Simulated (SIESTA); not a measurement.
## FePt (Tetraferroplatinum) under changes of volume

One of the cells (14.072 Å³/atom); the others are scaled copies at fixed shape and fractional positions:

```
CELL_PARAMETERS angstrom
2.74154 0.00000 0.00000
0.00000 2.74154 0.00000
0.00000 0.00000 3.74464
ATOMIC_POSITIONS crystal
Pt 0.50000 0.50000 0.50000
Fe 0.00000 0.00000 0.00000
```

| Property | Result |
| --- | --- |
| Program | SIESTA 5.4.2 |
| Functional | PBE |
| Potentials or basis | PseudoDojo 0.4 standard (PBE files) |
| Basis | DZP (energy shift 0.002 Ry) |
| Grid cutoff | 800 Ry |
| Energy shift | 0.002 Ry |
| k mesh | 10 × 10 × 7 |
| Occupations | fermi-dirac, width 0.05 eV |
| Spin | collinear spin, ferromagnetic start |
| Starting moments | [0.0, 3.0] μB |

```tsv
volume (Å³/atom)	energy over the lowest point (meV/atom)	pressure (GPa)	moment (μB per cell)
12.969	73.17	21.7	3.25
13.245	40.96	15.8	3.29
13.521	?	?	?
14.072	0.00	1.0	3.40
14.348	1.81	-2.7	3.44
14.624	9.40	-5.9	3.48
```

Q: What does the run at 13.521 Å³/atom give?

A: Energy over the lowest point 19.06 meV/atom; pressure 9.9 GPa; moment 3.33 μB per cell.

Worked out: A Birch-Murnaghan fit of order 3 (a polynomial in V^(-2/3)) to the other rows has its minimum at 14.14 Å³/atom with B0 = V·E''(V) = 201 GPa and B' = 5.3 at fixed shape and positions, which overstates the stiffness. It gives 18.74 meV/atom at 13.521 Å³/atom, against the run's 19.06, and -dE/dV = 10.2 GPa, against 9.9. A straight line through the other rows of the moment, of slope 0.138 μB per Å³/atom, gives 3.33 μB, against the run's 3.33.

Energies are extrapolated to zero smearing.

Caveats: semicore shells carry a single zeta, which can move pressures by several GPa and volumes by a few percent; the basis of atomic orbitals isn't converged, which shifts pressures, moduli and gaps.
